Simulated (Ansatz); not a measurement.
## Phonon spectrum of LaY$_{3}$O$_{6}$

The calculation used DFT PBE, scalar-relativistic, plane waves, PAW (Ansatz 0.2.0). Settings: 420 eV plane-wave cutoff, Γ-centred 6×6×4 mesh, fixed occupations. No spin polarisation. Phonons by linear response, acoustic sum rule imposed.

Relaxed structure:
```xyz
10
Lattice="4.2270 -0.0037 0.0127 0.1479 4.3850 0.0139 1.5628 1.1453 8.9245" Properties=species:S:1:pos:R:3 pbc="T T T"
La    4.1276    0.8684    2.6729
Y     4.0108    2.1971    7.1411
Y     2.1796    3.2290    0.8057
Y     2.1448    4.5759    5.4669
O     4.3152    3.0805    1.5966
O     1.9065    2.4195    6.3072
O     2.3956    1.0277    0.4814
O     4.1122    0.8868    5.0251
O     2.1648    4.3721    3.2696
O     3.6634    4.4017    7.5332
```

The structure comes from a generated guess, relaxed at this level; another structure or a mixture of phases may lie lower. The q mesh is coarse, so values between its points are rough.

Force constants from linear response on a 2×2×1 q mesh.

Question: Is the structure dynamically stable on the q mesh?

Answer: Yes, on this mesh: no mode is imaginary. Between the mesh points the interpolation dips to 8i cm⁻¹.

Question: Give the frequencies (cm⁻¹) at the zone-boundary points of high symmetry (interpolated where a point lies off the q mesh).

Answer:
| point | q | frequencies |
| --- | --- | --- |
| X | 0.000 -0.500 0.000 | 79 81 90 101 117 132 147 162 181 188 201 207 238 256 259 276 305 321 326 339 370 375 388 426 434 448 482 521 568 605 |
| Y | -0.500 0.000 0.000 | 76 92 101 104 120 130 139 154 181 190 196 202 247 250 261 266 287 308 317 326 352 363 375 408 444 471 524 536 539 563 |
| Z | 0.000 0.000 -0.500 | 21 30 56 76 83 100 132 159 162 187 192 202 209 234 264 277 310 325 344 365 372 384 404 414 438 446 448 473 556 570 |
| R | -0.500 -0.500 -0.500 | 54 90 109 121 128 143 171 185 198 224 233 245 256 264 268 270 279 293 311 316 360 369 384 420 441 445 532 548 580 610 |
| T | -0.500 0.000 -0.500 | 54 82 92 101 119 132 151 164 180 190 194 205 247 255 260 268 282 309 319 331 341 359 376 413 442 469 527 539 540 558 |
| U | 0.000 -0.500 -0.500 | 67 75 78 117 125 132 139 152 162 191 210 214 243 253 270 280 300 317 331 339 366 376 388 430 433 446 465 529 574 603 |
| V | -0.500 -0.500 0.000 | 58 97 102 118 132 142 172 194 197 212 238 244 255 262 269 270 277 296 310 326 356 368 379 424 441 448 531 547 580 611 |
